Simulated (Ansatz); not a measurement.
# CdSe (F-43m): how far a G0W0 gap depends on its settings

Aim: test how the G0W0 gap of CdSe built on the database structure prototype moves with the number of bands, the screening cutoff and the other choices.

Program: Ansatz 0.2.0. G0W0, plane waves. Spin-unpolarised throughout; all numbers are computed.

**1. The structure to begin with**

The cell was relaxed beforehand with r2SCAN.

It is cubic, F-43m (No. 216); conventional cell a = 6.136 Å, 28.87 Å³ an atom. Around Cd lie 4 Se at 2.66 Å; around Se lie 4 Cd at 2.66 Å.

The structure in full:

```cif
data_structure
_symmetry_space_group_name_H-M 'F-43m'
_symmetry_Int_Tables_number 216
_cell_length_a 6.1356
_cell_length_b 6.1356
_cell_length_c 6.1356
_cell_angle_alpha 90.000
_cell_angle_beta 90.000
_cell_angle_gamma 90.000
_cell_volume 230.98
loop_
_atom_site_label
_atom_site_type_symbol
_atom_site_symmetry_multiplicity
_atom_site_Wyckoff_symbol
_atom_site_fract_x
_atom_site_fract_y
_atom_site_fract_z
_atom_site_occupancy
Cd1 Cd 4 a 0.00000 0.00000 0.00000 1
Se1 Se 4 c 0.25000 0.25000 0.25000 1
```

**2. 93 empty bands, 80 eV**

The input, input.yaml:

```yaml
crystal:
  lattice:
    - [0.0, 3.0678016971, 3.0678016971]
    - [3.0678016971, 0.0, 3.0678016971]
    - [3.0678016971, 3.0678016971, 0.0]
  atoms:
    - { symbol: Cd, position: [0.0, 0.0, 0.0] }
    - { symbol: Se, position: [0.75, 0.75, 0.75] }
kpoints:
  mp_grid: { grid: [4, 4, 4] }
hamiltonian:
  xc: pbe
scf:
  occupations: { method: fixed }
gw:
  n_empty_bands: 93
  ecut_chi: 80
  qp_bands: [v2, c2]
  qp_kpoints: band_edges
  screening: { model: contour_deformation }
```

On the command line:

```console
$ ansatz run input.yaml --threads 2 --pin off --max-ram 3686MiB --backend cpu --events-out ev --progress --plain --runs-dir out
```

**3. 217 empty bands, 140 eV**

input.yaml: that of step 2 with these lines changed.

```diff
@@ -15,4 +15,4 @@
 gw:
-  n_empty_bands: 93
-  ecut_chi: 80
+  n_empty_bands: 217
+  ecut_chi: 140
   qp_bands: [v2, c2]
```

**4. 399 empty bands, 210 eV**

input.yaml: that of step 3 with these lines changed.

```diff
@@ -15,4 +15,4 @@
 gw:
-  n_empty_bands: 217
-  ecut_chi: 140
+  n_empty_bands: 399
+  ecut_chi: 210
   qp_bands: [v2, c2]
```

**5. Starting from HSE06**

input.yaml: that of step 4 with these lines changed.

```diff
@@ -11,3 +11,3 @@
 hamiltonian:
-  xc: pbe
+  xc: hse06
 scf:
@@ -15,4 +15,4 @@
 gw:
-  n_empty_bands: 399
-  ecut_chi: 210
+  n_empty_bands: 217
+  ecut_chi: 140
   qp_bands: [v2, c2]
```

**6. Starting from LDA**

input.yaml: that of step 5 with these lines changed.

```diff
@@ -11,3 +11,3 @@
 hamiltonian:
-  xc: hse06
+  xc: lda
 scf:
```

**7. Starting from r2SCAN**

input.yaml: that of step 6 with these lines changed.

```diff
@@ -11,3 +11,3 @@
 hamiltonian:
-  xc: lda
+  xc: r2scan
 scf:
```

**8. A plasmon pole in place of the full frequency dependence**

input.yaml: that of step 7 with these lines changed.

```diff
@@ -11,3 +11,3 @@
 hamiltonian:
-  xc: r2scan
+  xc: pbe
 scf:
@@ -19,2 +19,2 @@
   qp_kpoints: band_edges
-  screening: { model: contour_deformation }
+  screening: { model: godby_needs }
```

**9. A finer mesh, 6×6×6**

input.yaml: that of step 8 with these lines changed.

```diff
@@ -9,3 +9,3 @@
 kpoints:
-  mp_grid: { grid: [4, 4, 4] }
+  mp_grid: { grid: [6, 6, 6] }
 hamiltonian:
@@ -15,6 +15,6 @@
 gw:
-  n_empty_bands: 217
-  ecut_chi: 140
+  n_empty_bands: 93
+  ecut_chi: 80
   qp_bands: [v2, c2]
   qp_kpoints: band_edges
-  screening: { model: godby_needs }
+  screening: { model: contour_deformation }
```

**10. Norm-conserving pseudopotentials**

input.yaml: that of step 9 with these lines changed.

```diff
@@ -9,5 +9,6 @@
 kpoints:
-  mp_grid: { grid: [6, 6, 6] }
+  mp_grid: { grid: [4, 4, 4] }
 hamiltonian:
   xc: pbe
+  pseudopotentials: { kind: nc }
 scf:
@@ -15,4 +16,4 @@
 gw:
-  n_empty_bands: 93
-  ecut_chi: 80
+  n_empty_bands: 217
+  ecut_chi: 140
   qp_bands: [v2, c2]
```

What does the calculation give? Wanted: for each run, start; potentials; frequencies; empty bands; cutoff; Kohn-Sham gap; G0W0 gap.

As calculated:

```
 start  potentials  frequencies  empty bands  cutoff (eV)   mesh  Kohn-Sham gap (eV)  G0W0 gap (eV)
   PBE         PAW         full           93           80  4×4×4                0.54           1.05
   PBE         PAW         full          217          140  4×4×4                0.54           1.10
   PBE         PAW         full          399          210  4×4×4                0.54           1.10
 HSE06         PAW         full          217          140  4×4×4                1.50           1.75
   LDA         PAW         full          217          140  4×4×4                0.26           1.00
r2SCAN         PAW         full          217          140  4×4×4                1.02           1.43
   PBE         PAW         pole          217          140  4×4×4                0.54           1.19
   PBE         PAW         full           93           80  6×6×6                0.55           1.12
   PBE          NC         full          217          140  4×4×4                0.54           1.09
```

Gaps are those on each run's own mesh.

With bands and cutoff raised together, from 93 bands at 80 eV to 399 at 210 eV, the gap moves by +0.05 eV, and on the last rung by +0.01 eV; extrapolated in 1/N from the last two rungs, the limit on this k mesh would lie near 1.1 eV. The starting point matters: against PBE, HSE06 gives +0.65 eV, LDA gives -0.10 eV, r2SCAN gives +0.33 eV. The plasmon pole changes the gap by +0.089 eV. Norm-conserving potentials change it by -0.010 eV. On the finer mesh the quasiparticle shift is +0.56 eV, against +0.51 eV on the coarse one.
